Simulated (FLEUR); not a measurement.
## Te2Mo: band structure with LDA

**The experiment to reproduce.**

From “Broadband infrared study of pressure-tunable Fano resonance and metallization transition in 2H-MoTe2”, 2022, pmc:9569381, for a bulk crystal of Te2Mo at 300 K: band gap 0.88 ± 0.05 eV (indirect).

The system is Te2Mo.

```
CELL_PARAMETERS angstrom
3.51820 0.00000 0.00000
-1.75910 3.04685 0.00000
0.00000 0.00000 13.97360
ATOMIC_POSITIONS crystal
Te 0.66667 0.33333 0.37900
Te 0.33333 0.66667 0.87900
Te 0.66667 0.33333 0.12100
Te 0.33333 0.66667 0.62100
Mo 0.66667 0.33333 0.75000
Mo 0.33333 0.66667 0.25000
```

```yaml
Program: FLEUR MaX-R8.1 (later development tree)
Task: band structure
Functional: LDA
Potentials_or_basis: all-electron
Basis: FLAPW
Kmax: 4.36 1/bohr
k_mesh: 9 × 9 × 2
Occupations: fermi-dirac, width 0.05 eV
Spin: no spin polarisation
Gmax: 13.5 1/bohr
Muffin-tin_radii: Te 2.25, Mo 2.5 bohr
lmax: Te 9, Mo 10
lnonsphr: Te 9, Mo 10
Local_orbitals_a_species: Te 6, Mo 5
Max_iterations: 60
Mixing_factor: 0.05
Mixer: Anderson
Mixer_history: 15
Density_convergence: 1e-05 me/bohr^3
```

* Band gap on the k mesh: 0.76 eV, indirect (least direct gap 1.03 eV)
* Band gap along the path: 0.71 eV, indirect (least direct gap 1.03 eV)
* Valence electrons inside the program's atomic spheres: Te 18.91; Mo 12.22 (radii Te 2.25, Mo 2.5 bohr)

Levels at the corners of the path, in eV from the valence-band top:
```
point  band 54  band 55  band 56  band 57  band 58  band 59  band 60  band 61  band 62  band 63
    Γ    -1.05    -1.02    -1.02    -0.32     0.00     2.88     2.88     3.01     3.01     3.10
    M    -1.80    -1.00    -0.95    -0.60    -0.31     1.25     1.31     1.44     1.77     2.57
    K    -3.10    -1.83    -1.83    -0.32    -0.08     0.95     0.95     1.14     2.17     2.29
    Γ    -1.05    -1.02    -1.02    -0.32     0.00     2.88     2.88     3.01     3.01     3.10
    A    -1.03    -1.03    -1.03    -0.08    -0.08     2.92     2.92     2.92     2.92     3.25
    L    -1.92    -0.96    -0.96    -0.46    -0.46     1.28     1.28     1.62     1.62     3.02
    H    -2.72    -1.99    -1.99    -0.23    -0.23     0.96     0.96     1.62     1.62     2.37
    A    -1.03    -1.03    -1.03    -0.08    -0.08     2.92     2.92     2.92     2.92     3.25
    L    -1.92    -0.96    -0.96    -0.46    -0.46     1.28     1.28     1.62     1.62     3.02
    M    -1.80    -1.00    -0.95    -0.60    -0.31     1.25     1.31     1.44     1.77     2.57
    K    -3.10    -1.83    -1.83    -0.32    -0.08     0.95     0.95     1.14     2.17     2.29
    H    -2.72    -1.99    -1.99    -0.23    -0.23     0.96     0.96     1.62     1.62     2.37
```

Core levels (eV from the Fermi level):
| atom | levels |
| --- | --- |
| 1 Te | 1s1/2 -31567.0, 2s1/2 -4836.4, 2p1/2 -4533.4, 2p3/2 -4259.3, 3s1/2 -958.2, 3p1/2 -833.4, 3p3/2 -782.3, 4s1/2 -159.0, 3d3/2 -561.4, 3d5/2 -550.7 |
| 2 Te | 1s1/2 -31567.0, 2s1/2 -4836.4, 2p1/2 -4533.4, 2p3/2 -4259.3, 3s1/2 -958.2, 3p1/2 -833.4, 3p3/2 -782.3, 4s1/2 -159.0, 3d3/2 -561.4, 3d5/2 -550.7 |
| 3 Te | 1s1/2 -31567.0, 2s1/2 -4836.4, 2p1/2 -4533.4, 2p3/2 -4259.3, 3s1/2 -958.2, 3p1/2 -833.4, 3p3/2 -782.3, 4s1/2 -159.0, 3d3/2 -561.4, 3d5/2 -550.7 |
| 4 Te | 1s1/2 -31567.0, 2s1/2 -4836.4, 2p1/2 -4533.4, 2p3/2 -4259.3, 3s1/2 -958.2, 3p1/2 -833.4, 3p3/2 -782.3, 4s1/2 -159.0, 3d3/2 -561.4, 3d5/2 -550.7 |
| 5 Mo | 1s1/2 -19782.5, 2s1/2 -2791.5, 2p1/2 -2569.6, 2p3/2 -2463.2, 3s1/2 -472.0, 3p1/2 -387.5, 3p3/2 -369.9, 3d3/2 -220.0, 3d5/2 -216.7 |
| 6 Mo | 1s1/2 -19782.5, 2s1/2 -2791.5, 2p1/2 -2569.6, 2p3/2 -2463.2, 3s1/2 -472.0, 3p1/2 -387.5, 3p3/2 -369.9, 3d3/2 -220.0, 3d5/2 -216.7 |

Wall time 4.6 min on 4 MPI ranks on Arm Neoverse V1 (shared host).

Against the measured gap of Te2Mo, 0.88 eV (indirect; 300 K; quoted in “Broadband infrared study of pressure-tunable Fano resonance and metallization transition in 2H-MoTe2”, 2022, pmc:9569381), the calculated 0.71 eV is off by -0.17 eV. Spin-orbit coupling on Mo, Te is left out. The value is that of LDA, without temperature or zero-point motion. Semilocal functionals fall short of measured gaps as a rule.

Caveat: spin-orbit coupling is left out, which moves the levels of the heavy elements.
